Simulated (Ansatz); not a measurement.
Crystal: TaN.

```
Ta N
1.0
     2.92177    0.00000    0.00000
    -1.46088    2.53033    0.00000
     0.00000    0.00000    5.91652
Ta N
2 2
Direct
  0.00000 0.00000 0.50000
  0.00000 0.00000 0.00000
  0.33333 0.66667 0.25000
  0.66667 0.33333 0.75000
```

The cell comes from a database or a generator and needn't be the stable form of this composition.

| Item | Value |
| --- | --- |
| Program | Ansatz 0.2.0 |
| Task | single point |
| Functional | PBE |
| Potentials or basis | Ansatz PAW |
| Cutoff | 420 eV (not typed: the program's choice for these potentials) |
| k mesh | 10 × 10 × 5 |
| Occupations | fermi-dirac, width 0.05 eV |
| Spin | no spin polarisation |

On this cell: pressure -1.0 GPa; largest force under 0.003 eV/Å; band gap on the k mesh none (metal or under the smearing width).

The same run follows on a disturbed copy (atoms moved at random, drawn with an rms of 0.05 Å):

```xyz
4
Lattice="2.9218 0.0000 0.0000 -1.4609 2.5303 0.0000 0.0000 0.0000 5.9165" Properties=species:S:1:pos:R:3 pbc="T T T"
Ta   -0.0087   -0.0307    2.9333
Ta   -0.0162    0.0261    0.0319
N    -0.0381    1.7111    1.5407
N     1.4257    0.8011    4.4904
```

**Question.** What changes?

**Answer.** The energy (extrapolated to zero smearing) moves by +24.0 meV/atom; pressure 0.2 GPa; largest force 1.861 eV/Å; band gap on the k mesh none (metal or under the smearing width).

Forces in eV/Å, atoms in the order of the input:
```
Ta  -0.277  0.428  1.790
Ta  -0.155 -0.436 -0.561
N    0.268 -0.425 -0.752
N    0.164  0.433 -0.477
```

Stress tensor (GPa, compression positive):
```
 1.73 -0.39 -0.67
-0.39 -1.91  0.30
-0.67  0.30  0.80
```
